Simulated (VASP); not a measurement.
# PbSe (Fm-3m) in VASP: single point with r2SCAN

Aim: the single point of PbSe with r2SCAN.

Program: VASP 6.6.1. These are calculated values, not measurements. Logs are shortened: lines on timing, memory, paths and dates and some standing lists are left out, and cuts for length are marked.

**What was measured.**

A printed reference work, monograph reports, for a bulk crystal of PbSe at 4.2 K: band gap 0.15 eV (direct).

The results are compared with them further down.

## (1) The cell of the first run

The structure is cubic, space group Fm-3m (No. 225). The conventional cell has a = 6.124 Å, b = 6.124 Å, c = 6.124 Å, α = 90.00°, β = 90.00°, γ = 90.00°. Pb (site symmetry m-3m) has 6 Se at 3.06 Å within 4.0 Å. Within 4.0 Å of Se (site symmetry m-3m) lie 6 Pb at 3.06 Å.

## (2) Single point, r2SCAN

File POSCAR:

```
PbSe
1.0
    0.0000000000      3.0621500000      3.0621500000
    3.0621500000      0.0000000000      3.0621500000
    3.0621500000      3.0621500000      0.0000000000
Pb Se
1 1
Direct
    0.0000000000      0.0000000000      0.0000000000
    0.5000000000      0.5000000000      0.5000000000
```

File INCAR.step1:

```
ALGO = Normal
EDIFF = 1E-4
ENCUT = 520
GGA = PE
ISMEAR = 0
LASPH = T
LCHARG = F
LREAL = F
LWAVE = T
NBANDS = 17
NELM = 60
PREC = Accurate
SIGMA = 0.05
```

File INCAR.step2:

```
ALGO = Normal
EDIFF = 1E-6
ENCUT = 520
ISIF = 2
ISMEAR = 0
ISTART = 1
LASPH = T
LCHARG = F
LMIXTAU = T
LREAL = F
LWAVE = F
METAGGA = R2SCAN
NBANDS = 17
NELM = 60
PREC = Accurate
SIGMA = 0.05
```

File KPOINTS:

```
k-points
0
Gamma
  10 10 10
```

Potentials or basis: VASP PAW PBE potentials, release 64 (Pb_d, Se).

The run is started by

```sh
$ cat potpaw_PBE.64/Pb_d/POTCAR potpaw_PBE.64/Se/POTCAR > POTCAR
$ cp INCAR.step1 INCAR
$ mpirun -np 1 vasp_std > vasp.out
$ cp INCAR.step2 INCAR
$ mpirun -np 1 vasp_std > vasp.out
```

OUTCAR:

```text
EDIFF = 1E-6
   ENCUT = 520
   ISIF = 2
   ISMEAR = 0
   ISTART = 1
   LASPH = T
   LREAL = F
   METAGGA = R2SCAN
   NELM = 60
   PREC = Accurate

 ion  position               nearest neighbor table
   1  0.000  0.000  0.000-   2 3.06   2 3.06   2 3.06   2 3.06   2 3.06   2 3.06
   2  0.500  0.500  0.500-   1 3.06   1 3.06   1 3.06   1 3.06   1 3.06   1 3.06

  LATTYP: Found a face centered cubic cell.
 ALAT       =     6.1243000000

  Lattice vectors:

 A1 = (   0.0000000000,   3.0621500000,   3.0621500000)
 A2 = (   3.0621500000,   0.0000000000,   3.0621500000)
 A3 = (   3.0621500000,   3.0621500000,   0.0000000000)

Analysis of symmetry for initial positions (statically):
=====================================================================
 Subroutine PRICEL returns:
 Original cell was already a primitive cell.

 Routine SETGRP: Setting up the symmetry group for a
 face centered cubic supercell.

 Subroutine GETGRP returns: Found 48 space group operations
 (whereof 48 operations were pure point group operations)
 out of a pool of 48 trial point group operations.

The static configuration has the point symmetry O_h .

Analysis of symmetry for dynamics (positions and initial velocities):
=====================================================================
 Subroutine PRICEL returns:
 Original cell was already a primitive cell.

 Routine SETGRP: Setting up the symmetry group for a
 face centered cubic supercell.

 Subroutine GETGRP returns: Found 48 space group operations
 (whereof 48 operations were pure point group operations)
 out of a pool of 48 trial point group operations.

The dynamic configuration has the point symmetry O_h .

 Subroutine INISYM returns: Found 48 space group operations
 (whereof 48 operations are pure point group operations),
 and found     1 'primitive' translations

----------------------------------------------------------------------------------------

                                     Primitive cell

  volume of cell :      57.4261

  direct lattice vectors                    reciprocal lattice vectors
     0.000000000  3.062150000  3.062150000    -0.163283967  0.163283967  0.163283967
     3.062150000  0.000000000  3.062150000     0.163283967 -0.163283967  0.163283967
     3.062150000  3.062150000  0.000000000     0.163283967  0.163283967 -0.163283967

  length of vectors
     4.330534060  4.330534060  4.330534060     0.282816127  0.282816127  0.282816127

  position of ions in fractional coordinates (direct lattice)
     0.000000000  0.000000000  0.000000000
     0.500000000  0.500000000  0.500000000

  ion indices of the primitive-cell ions
   primitive index   ion index
                 1           1
                 2           2

----------------------------------------------------------------------------------------

 KPOINTS: k-points

Automatic generation of k-mesh.
 Grid dimensions read from file:
 generate k-points for:   10   10   10

 Generating k-lattice:

  Cartesian coordinates                     Fractional coordinates (reciprocal lattice)
    -0.016328397  0.016328397  0.016328397     0.100000000  0.000000000  0.000000000
     0.016328397 -0.016328397  0.016328397     0.000000000  0.100000000  0.000000000
     0.016328397  0.016328397 -0.016328397     0.000000000  0.000000000  0.100000000

  Length of vectors
     0.028281613  0.028281613  0.028281613

  Shift w.r.t. Gamma in fractional coordinates (k-lattice)
     0.000000000  0.000000000  0.000000000

 Subroutine IBZKPT returns following result:
 ===========================================

 Found     47 irreducible k-points:

 Following reciprocal coordinates:
            Coordinates               Weight
  0.000000  0.000000  0.000000      1.000000
  0.100000  0.000000  0.000000      8.000000
  0.200000  0.000000  0.000000      8.000000
  0.300000  0.000000  0.000000      8.000000
  0.400000  0.000000  0.000000      8.000000
  0.500000  0.000000  0.000000      4.000000
[... 16 lines left out ...]
  0.300000  0.300000  0.000000      6.000000
  0.400000  0.300000  0.000000     24.000000
 [... further k-points ...]
   k-points           NKPTS =     47   k-points in BZ     NKDIM =     47   number of bands    NBANDS=     17
   number of dos      NEDOS =    301   number of ions     NIONS =      2
   total plane-waves  NPLWV =  32768
   dimension x,y,z NGX =    32 NGY =   32 NGZ =   32
   dimension x,y,z NGXF=    64 NGYF=   64 NGZF=   64
   ions per type =               1   1
   NGX,Y,Z   is equivalent  to a cutoff of  12.28, 12.28, 12.28 a.u.
   NGXF,Y,Z  is equivalent  to a cutoff of  24.57, 24.57, 24.57 a.u.
 SYSTEM =  unknown system
   PREC   = accura    normal or accurate (medium, high low for compatibility)
   ISTART =      1    job   : 0-new  1-cont  2-samecut
   ICHARG =      0    charge: 1-file 2-atom 10-const
   ISPIN  =      1    spin polarized calculation?
   LNONCOLLINEAR =      F non collinear calculations
   LSORBIT =      F    spin-orbit coupling
   LASPH  =      T    aspherical Exc in radial PAW
   ENCUT  =  520.0 eV  38.22 Ry    6.18 a.u.   8.05  8.05  8.05*2*pi/ulx,y,z
   NELM   =     60;   NELMIN=  2; NELMDL=  0     # of ELM steps
   EDIFF  = 0.1E-05   stopping-criterion for ELM
   LREAL  =      F    real-space projection
   EDIFFG = 0.1E-04   stopping-criterion for IOM
   NSW    =      0    number of steps for IOM
   IBRION =     -1    ionic relax: 0-MD 1-quasi-New 2-CG
   NFREE  =      0    steps in history (QN), initial steepest desc. (CG)
   ISIF   =      2    stress and relaxation
   ISYM   =      2    0-nonsym 1-usesym 2-fastsym
   POTIM  = 0.5000    time-step for ionic-motion
   TEBEG  =    0.0;   TEEND  =   0.0 temperature during run
   PSTRESS=    0.0 pullay stress
   NELECT =      20.0000    total number of electrons
   NUPDOWN=      -1.0000    fix difference up-down
   EMIN   =  10.00;   EMAX   =-10.00  energy-range for DOS
   EFERMI =   0.00;   METHOD = LEGACY
   ISMEAR =     0;   SIGMA  =   0.05  broadening in eV -4-tet -1-fermi 0-gaus
   EFERMI_NEDOS =   21; number of points for ismear=-14 and -15
   IALGO  =     38    algorithm
   IMIX   =      4    mixing-type and parameters
     AMIX     =   0.40;   BMIX     =  1.00
     AMIX_MAG =   1.60;   BMIX_MAG =  1.00
  volume/ion in A,a.u.               =      28.71       193.77
  Fermi-wavevector in a.u.,A,eV,Ry     =   1.151812  2.176610 18.050462  1.326672
  Thomas-Fermi vector in A             =   2.288467
   LORBIT       =      0    0 simple, 1 ext, 2 COOP (PROOUT), +10 PAW based schemes
   METAGGA = R2SCAN    functional components
   LHFCALC =     F    Hartree Fock is set to
   AEXX    =    0.0000 exact exchange contribution
   IVDW    =     0    specifies the selected vdW correction
   LEPSILON=     F    determine dielectric tensor
   LRPA    =     F    only Hartree local field effects (RPA)
 non-spin polarized calculation
 Gauss-broadening in eV      SIGMA  =   0.05
  energy-cutoff  :      520.00
  volume of cell :       57.43
 maximum number of plane-waves:      1572
   NGX = 17   NGY = 17   NGZ = 17

 number of electron      19.9999999 magnetization

 Free energy of the ion-electron system (eV)
  ---------------------------------------------------
  ext. energy  EPLUGINS =         0.00000000
  ---------------------------------------------------
  free energy    TOTEN  =       -71.93181619 eV

  energy without entropy =      -71.93181619  energy(sigma->0) =      -71.93181619

 E-fermi :   5.1227     XC(G=0): -10.0606

 val. band max:        4.9024602927   @ k =   0.5000   0.0000   0.0000
 cond. band min:       5.4864902688   @ k =   0.5000   0.0000   0.0000
 fundamental gap:      0.5840299762
 Fermi energy:         5.1226706631

 k-point     1 :       0.0000    0.0000    0.0000
  band No.  band energies     occupation
      1     -12.5650      2.00000
      2     -12.5650      2.00000
      3     -12.5650      2.00000
      4     -12.5618      2.00000
      5     -12.5618      2.00000
      6      -9.2377      2.00000
[... 9 lines left out ...]
     16      11.8596      0.00000
     17      13.5354      0.00000

 k-point     2 :       0.1000    0.0000    0.0000
  band No.  band energies     occupation
      1     -12.5653      2.00000
      2     -12.5653      2.00000
      3     -12.5647      2.00000
      4     -12.5611      2.00000
      5     -12.5610      2.00000
      6      -9.1589      2.00000
[... 9 lines left out ...]
     16      12.0940      0.00000
     17      14.3803      0.00000

 k-point     3 :       0.2000    0.0000    0.0000
  band No.  band energies     occupation
      1     -12.5716      2.00000
      2     -12.5716      2.00000
      3     -12.5638      2.00000
      4     -12.5532      2.00000
      5     -12.5532      2.00000
      6      -8.9345      2.00000
[... 9 lines left out ...]
     16      12.6898      0.00000
     17      15.8849      0.00000

 k-point     4 :       0.3000    0.0000    0.0000
  band No.  band energies     occupation
      1     -12.5797      2.00000
      2     -12.5797      2.00000
      3     -12.5629      2.00000
      4     -12.5432      2.00000
      5     -12.5431      2.00000
      6      -8.6091      2.00000
[... 9 lines left out ...]
     16      13.5950      0.00000
     17      17.2847      0.00000

 k-point     5 :       0.4000    0.0000    0.0000
  band No.  band energies     occupation
      1     -12.5863      2.00000
      2     -12.5863      2.00000
      3     -12.5623      2.00000
      4     -12.5350      2.00000
      5     -12.5350      2.00000
      6      -8.2854      2.00000
[... 9 lines left out ...]
     16      14.7389      0.00000
     17      16.6104      0.00000

 k-point     6 :       0.5000    0.0000    0.0000
  band No.  band energies     occupation
      1     -12.5888      2.00000
      2     -12.5888      2.00000
      3     -12.5621      2.00000
      4     -12.5319      2.00000
      5     -12.5319      2.00000
      6      -8.1394      2.00000
[... 9 lines left out ...]
     16      15.5838      0.00000
     17      15.5838      0.00000

 k-point     7 :       0.1000    0.1000    0.0000
  band No.  band energies     occupation
      1     -12.5687      2.00000
      2     -12.5667      2.00000
      3     -12.5611      2.00000
      4     -12.5611      2.00000
      5     -12.5600      2.00000
      6      -9.1317      2.00000
[... 9 lines left out ...]
     16      12.5501      0.00000
     17      14.1312      0.00000

 k-point     8 :       0.2000    0.1000    0.0000
  band No.  band energies     occupation
      1     -12.5779      2.00000
      2     -12.5669      2.00000
      3     -12.5639      2.00000
      4     -12.5559      2.00000
      5     -12.5519      2.00000
      6      -8.9533      2.00000
[... 9 lines left out ...]
     16      13.2178      0.00000
     17      15.0101      0.00000
[... 203 lines left out ...]
      1     -12.6251      2.00000
      2     -12.5719      2.00000
      3     -12.5614      2.00000
      4     -12.5401      2.00000
      5     -12.5292      2.00000
      6      -8.0135      2.00000
[... 9 lines left out ...]
     16      15.9617      0.00000
     17      16.4493      0.00000

 k-point    20 :      -0.4000    0.2000    0.0000
  band No.  band energies     occupation
      1     -12.6174      2.00000
      2     -12.5773      2.00000
      3     -12.5555      2.00000
      4     -12.5420      2.00000
      5     -12.5328      2.00000
      6      -7.9776      2.00000
[... 9 lines left out ...]
     16      14.7271      0.00000
     17      17.1981      0.00000

 k-point    21 :      -0.3000    0.2000    0.0000
  band No.  band energies     occupation
      1     -12.6029      2.00000
      2     -12.5796      2.00000
      3     -12.5556      2.00000
      4     -12.5421      2.00000
      5     -12.5407      2.00000
      6      -8.1797      2.00000
[... 9 lines left out ...]
     16      15.0359      0.00000
     17      16.3115      0.00000

 k-point    22 :      -0.2000    0.2000    0.0000
  band No.  band energies     occupation
      1     -12.5868      2.00000
      2     -12.5788      2.00000
      3     -12.5601      2.00000
      4     -12.5488      2.00000
      5     -12.5421      2.00000
      6      -8.4897      2.00000
[... 9 lines left out ...]
     16      15.0107      0.00000
     17      15.5906      0.00000

 k-point    23 :       0.3000    0.3000    0.0000
  band No.  band energies     occupation
      1     -12.6386      2.00000
      2     -12.5766      2.00000
      3     -12.5495      2.00000
      4     -12.5367      2.00000
      5     -12.5367      2.00000
      6      -8.3681      2.00000
[... 9 lines left out ...]
     16      15.4689      0.00000
     17      16.0071      0.00000

 k-point    24 :       0.4000    0.3000    0.0000
  band No.  band energies     occupation
      1     -12.6574      2.00000
      2     -12.5765      2.00000
      3     -12.5512      2.00000
      4     -12.5319      2.00000
      5     -12.5293      2.00000
      6      -8.1111      2.00000
[... 9 lines left out ...]
     16      16.2014      0.00000
     17      16.9202      0.00000

 [... further k-points ...]
[... 5 lines left out ...]
  --------------------------------------------------------------------------------------
  -------------------------------------------------------------------------------------
  Total        0.5209035      0.5209035      0.5209035      0.0000000      0.0000000      0.0000000
  in kB       14.5331077     14.5331077     14.5331077      0.0000000      0.0000000      0.0000000
  external PRESSURE =      14.5331077 kB  Pullay stress =       0.0000000 kB

 VOLUME and BASIS-vectors are now :
 -----------------------------------------------------------------------------
  energy-cutoff  :      520.00
  volume of cell :       57.43
      direct lattice vectors                 reciprocal lattice vectors
     0.000000000  3.062150000  3.062150000    -0.163283967  0.163283967  0.163283967
     3.062150000  0.000000000  3.062150000     0.163283967 -0.163283967  0.163283967
     3.062150000  3.062150000  0.000000000     0.163283967  0.163283967 -0.163283967

 POSITION                                       TOTAL-FORCE (eV/Angst)
 -----------------------------------------------------------------------------------
      0.00000      0.00000      0.00000        -0.000000      0.000000      0.000000
      3.06215      3.06215      3.06215         0.000000     -0.000000     -0.000000
 -----------------------------------------------------------------------------------
    total drift:                                0.000000     -0.000000     -0.000000

  FREE ENERGIE OF THE ION-ELECTRON SYSTEM (eV)
  ---------------------------------------------------
  free  energy   TOTEN  =       -71.9318161851 eV

  energy  without entropy=      -71.9318161851  energy(sigma->0) =      -71.93181619
```

Wall time 2 min (1 thread of AMD EPYC 7R13 (Zen 3), shared host); peak memory 0.18 GiB.

What came out:

| Item | Value |
| --- | --- |
| Free energy | -71.9318 eV |
| Pressure | 1.5 GPa |
| Band gap on the k mesh | 0.58 eV, direct |

Caveat: the PAW data sets were made with another functional, which shifts forces and pressure a little; spin-orbit coupling is left out, which moves the levels of the heavy elements.

## (3) Comparison with measurements

Step 2. Against the measured gap of PbSe, 0.15 eV (direct; 4.2 K; a printed reference work, monograph), the calculated 0.58 eV is off by +0.43 eV. 2 values of this kind are on record (0.15 to 0.28 eV); this one was drawn at random. Spin-orbit coupling on Pb, Se is left out. The value is that of r2SCAN on a finite k mesh, which can miss the band edges, without temperature or zero-point motion.
